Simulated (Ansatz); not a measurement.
**Relaxation of B$_{24}$N$_{25}$**

These are results of DFT PBE, scalar-relativistic, plane waves, PAW in Ansatz 0.2.0, not measurements. Run with 420 eV cutoff, 2×2×2 k-mesh, Gaussian smearing of 0.01 eV, no spin polarisation.

What was changed: N interstitial, charge -1, atoms relaxed at the host's cell.

In a supercell of 49 atoms the defect feels its periodic images, and the cell reads as a metal on the mesh, so a level in the gap can't be told from a carrier in the bands.

Spin polarisation was left out.

Command:

```bash
ansatz run input.yaml --threads 4 --pin off --max-ram 6144MiB --backend cpu --events-out ev --progress --plain --runs-dir out
```

Input:

```yaml
crystal:
  lattice:
    - [0.0, 0.0, 8.3431560662]
    - [7.5365434625, -4.3512253968, 0.0]
    - [0.0, 8.7024507937, 0.0]
  atoms:
    - { symbol: B, position: [0.2891039268, 0.0, 0.1667539436] }
    - { symbol: B, position: [0.2815529457, 0.4999575242, 0.1666665723] }
    - { symbol: B, position: [0.2844739646, 0.3334872602, 0.3334872602] }
    - { symbol: B, position: [0.2815529457, 0.1666665723, 0.4999575242] }
    - { symbol: B, position: [0.2844739646, 0.0, 0.6665127398] }
    - { symbol: B, position: [0.2815529457, 0.8333334277, 0.3332909519] }
    - { symbol: B, position: [0.2815529457, 0.6667090481, 0.5000424758] }
    - { symbol: B, position: [0.2815529457, 0.5000424758, 0.6667090481] }
    - { symbol: B, position: [0.2815529457, 0.3332909519, 0.8333334277] }
    - { symbol: B, position: [0.2891039268, 0.1667539436, 0.0] }
    - { symbol: B, position: [0.2891039268, 0.8332460564, 0.8332460564] }
    - { symbol: B, position: [0.2844739646, 0.6665127398, 0.0] }
    - { symbol: B, position: [0.7108960732, 0.1667539436, 0.1667539436] }
    - { symbol: B, position: [0.7184470543, 0.6667090481, 0.1666665723] }
    - { symbol: B, position: [0.7184470543, 0.4999575242, 0.3332909519] }
    - { symbol: B, position: [0.7184470543, 0.3332909519, 0.4999575242] }
    - { symbol: B, position: [0.7184470543, 0.1666665723, 0.6667090481] }
    - { symbol: B, position: [0.7155260354, 0.0, 0.3334872602] }
    - { symbol: B, position: [0.7184470543, 0.8333334277, 0.5000424758] }
    - { symbol: B, position: [0.7155260354, 0.6665127398, 0.6665127398] }
    - { symbol: B, position: [0.7184470543, 0.5000424758, 0.8333334277] }
    - { symbol: B, position: [0.7155260354, 0.3334872602, 0.0] }
    - { symbol: B, position: [0.7108960732, 0.0, 0.8332460564] }
    - { symbol: B, position: [0.7108960732, 0.8332460564, 1.0] }
    - { symbol: "N", position: [0.708449724, 0.0, 0.1669456878] }
    - { symbol: "N", position: [0.7187809862, 0.5000376468, 0.166655679] }
    - { symbol: "N", position: [0.7165097574, 0.3332909413, 0.3332909413] }
    - { symbol: "N", position: [0.7187809862, 0.166655679, 0.5000376468] }
    - { symbol: "N", position: [0.7165097574, 0.0, 0.6667090587] }
    - { symbol: "N", position: [0.7187809862, 0.833344321, 0.3333819678] }
    - { symbol: "N", position: [0.7187809862, 0.6666180322, 0.4999623532] }
    - { symbol: "N", position: [0.7187809862, 0.4999623532, 0.6666180322] }
    - { symbol: "N", position: [0.7187809862, 0.3333819678, 0.833344321] }
    - { symbol: "N", position: [0.708449724, 0.1669456878, 0.0] }
    - { symbol: "N", position: [0.708449724, 0.8330543122, 0.8330543122] }
    - { symbol: "N", position: [0.7165097574, 0.6667090587, 0.0] }
    - { symbol: "N", position: [0.291550276, 0.1669456878, 0.1669456878] }
    - { symbol: "N", position: [0.2812190138, 0.6666180322, 0.166655679] }
    - { symbol: "N", position: [0.2812190138, 0.5000376468, 0.3333819678] }
    - { symbol: "N", position: [0.2812190138, 0.3333819678, 0.5000376468] }
    - { symbol: "N", position: [0.2812190138, 0.166655679, 0.6666180322] }
    - { symbol: "N", position: [0.2834902426, 0.0, 0.3332909413] }
    - { symbol: "N", position: [0.2812190138, 0.833344321, 0.4999623532] }
    - { symbol: "N", position: [0.2834902426, 0.6667090587, 0.6667090587] }
    - { symbol: "N", position: [0.2812190138, 0.4999623532, 0.833344321] }
    - { symbol: "N", position: [0.2834902426, 0.3332909413, 0.0] }
    - { symbol: "N", position: [0.291550276, 0.0, 0.8330543122] }
    - { symbol: "N", position: [0.291550276, 0.8330543122, 1.0] }
    - { symbol: "N", position: [0.0, 0.0, 0.0] }
  host:
    lattice:
      - [2.5121811542, 0.0, 0.0]
      - [-1.2560905771, 2.1756126984, 0.0]
      - [0.0, 0.0, 8.3431560662]
    atoms:
      - { symbol: B, position: [0.3333333333, 0.6666666667, 0.25] }
      - { symbol: B, position: [0.6666666667, 0.3333333333, 0.75] }
      - { symbol: "N", position: [0.3333333333, 0.6666666667, 0.75] }
      - { symbol: "N", position: [0.6666666667, 0.3333333333, 0.25] }
total_charge: -1
basis:
  ecutwfc: 420
  xc_grid: 2
kpoints:
  mp_grid: { grid: [2, 2, 2], shift: [0.0, 0.0, 0.0] }
hamiltonian:
  xc: pbe
scf:
  occupations: { method: gaussian, width: 0.01 }
output:
  forces: true
  stress: false
  eigenvalues: true
  charged_corrections:
    defect_position: [0.0, 0.0, 0.0]
    epsilon: [[5.4678, 0.0, 0.0], [0.0, 5.4678, 0.0], [0.0, 0.0, 2.1413]]
  write_density: true
  write_potential: true
  elf: true
  volumetric_format: npy
relax:
  adjacent_minimum: "off"
  f_tol: 0.025
  max_steps: 45
```

F is the free energy.

Steps:

```csv
step,F − F(1) (eV),largest force component (eV/Å)
1,0.0000,0.717
2,-0.1794,0.319
3,-0.2183,0.107
4,-0.2221,0.017
5,-0.2221,0.017
```

Relaxed structure:

```xyz
49
Lattice="0.0000 0.0000 8.3432 7.5365 -4.3512 0.0000 0.0000 8.7025 0.0000" Properties=species:S:1:pos:R:3 pbc="T T T"
B     0.0000    1.4404    2.2300
B     3.7666   -0.7261    2.2233
B     2.5067    1.4472    2.2675
B     1.2545    3.6250    2.2233
B     0.0000    5.8080    2.2675
B     6.2821   -0.7262    2.2233
B     5.0244    1.4523    2.2233
B     3.7699    3.6251    2.2233
B     2.5121    5.8035    2.2233
B     1.2474   -0.7202    2.2300
B     6.2891    3.6310    2.2300
B     5.0298   -2.9040    2.2675
B     1.2474    0.7202    6.1131
B     5.0244   -1.4523    6.1199
B     3.7666    0.7261    6.1199
B     2.5121    2.8989    6.1199
B     1.2545    5.0774    6.1199
B     0.0000    2.8945    6.0757
B     6.2821    0.7262    6.1199
B     5.0298    2.9040    6.0757
B     3.7699    5.0773    6.1199
B     2.5067   -1.4472    6.0757
B     0.0000    7.2621    6.1131
B     6.2891    5.0714    6.1131
N     0.0000    1.4594    6.0078
N     3.7693   -0.7252    6.1125
N     2.5116    1.4501    6.1252
N     1.2566    3.6269    6.1125
N     0.0000    5.8023    6.1252
N     6.2799   -0.7243    6.1125
N     5.0239    1.4495    6.1125
N     3.7673    3.6261    6.1125
N     2.5127    5.8007    6.1125
N     1.2639   -0.7297    6.0078
N     6.2727    3.6215    6.0078
N     5.0249   -2.9011    6.1252
N     1.2639    0.7297    2.3353
N     5.0239   -1.4495    2.2306
N     3.7693    0.7252    2.2306
N     2.5127    2.9017    2.2306
N     1.2566    5.0756    2.2306
N     0.0000    2.9002    2.2180
N     6.2799    0.7243    2.2306
N     5.0249    2.9011    2.2180
N     3.7673    5.0764    2.2306
N     2.5116   -1.4501    2.2180
N     0.0000    7.2430    2.3353
N     6.2727    5.0809    2.3353
N     0.0000    0.0000    0.0000
```

The run converged. Time: 52 s on 4 threads of Arm Neoverse V1 (shared host), peak memory 1.8 GiB.

The relaxation kept the symmetry at the defect while a level is partly filled, so a distortion that splits the level (Jahn–Teller) was held off and may lie lower. The cell is also small for a charged defect.